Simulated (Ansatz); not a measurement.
# KCl: a run for the field gradients

```yaml
crystal:
  lattice:
    - [3.634, 0.0, 0.0]
    - [0.0, 3.634, 0.0]
    - [0.0, 0.0, 3.634]
  atoms:
    - { symbol: K, position: [0.0, 0.0, 0.0] }
    - { symbol: Cl, position: [0.5, 0.5, 0.5] }
kpoints:
  mp_grid: { grid: [8, 8, 8] }
scf:
  occupations: { method: fermi_dirac, width: 0.02 }
  lower_state_search: "off"
hamiltonian:
  xc: pbe
  pseudopotentials: { kind: nc }
output:
  forces: true
  stress: true
  populations: true
  efg:
    quadrupole_moments_barn: { K: 0.0603, Cl: -0.08112 }
    contact_densities: true
```

```sh
ansatz run input.yaml --threads 1 --pin off --max-ram 2560MiB --backend cpu --events-out ev --progress --plain --runs-dir out
```

(1) Does this calculation finish, and if not, why?

## Answers

(1) The input was rejected before any iteration. The program says:

```
Error: output.efg without hamiltonian.pseudopotentials.kind: paw|paw_fr|all_electron or hamiltonian.pseudopotentials.kind: all_electron — the all-electron EFG reconstruction needs the PAW one-centre densities; drop the efg request, or set kind: paw (paw_fr under spin-orbit coupling) (under a functional that reads the kinetic-energy density, kind: paw is refused in some combinations and carries risks of its own in the rest: see hamiltonian.xc for the refusals and hamiltonian.pseudopotentials.kind for the risks, both in the input reference; kind: paw is refused beside gw.static_remainder)
```

Against a sound input the change was `scf.lower_state_search`: not typed → off; `hamiltonian.pseudopotentials`: {kind: paw} → {kind: nc}. The message points to `hamiltonian.pseudopotentials`.
